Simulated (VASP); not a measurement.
Runs of VASP 6.6.1 on SnSe. The structure is orthorhombic, space group Imm2 (No. 44). Conventional cell: a = 4.257 Å, b = 6.020 Å, c = 4.257 Å, α = 90.00°, β = 90.00°, γ = 90.00°. Sn (site symmetry mm2) has 6 Se at 2.97 to 3.05 Å as nearest neighbours. Se (site symmetry mm2) has 6 Sn at 2.97 to 3.05 Å as nearest neighbours. 

```tsv
cell	gap on the mesh (eV)	pressure (GPa)	largest force (eV/Å)
all Sn atoms moved +0.062 Å, as atom 1 towards its neighbour atom 1 (Sn) at 4.257 Å	0.62	-3.2	0.01
all Sn atoms moved -0.050 Å, as atom 1 towards its neighbour atom 1 (Sn) at 4.257 Å	0.62	-3.2	0.01
all Sn atoms moved +0.025 Å, as atom 1 towards its neighbour atom 1 (Sn) at 4.257 Å	(a)	-3.3	0.01
all Sn atoms moved -0.100 Å, as atom 1 towards its neighbour atom 1 (Sn) at 4.257 Å	0.61	-3.1	0.01
```

Alike in all rows: task single point; level LDA; potentials or basis VASP PAW LDA potentials, release 64 (Sn_d, Se); no spin polarisation; k mesh 8 × 8 × 8; cutoff (eV) 520; smearing gaussian 0.05 eV.

**Question.** Fill in the values left out.

**Answer.** (a) 0.63.

Caveats: spin-orbit coupling is left out, which moves the levels of the heavy elements.

A k mesh can miss the band edges, and the runs leave out spin-orbit coupling on Se, Sn.
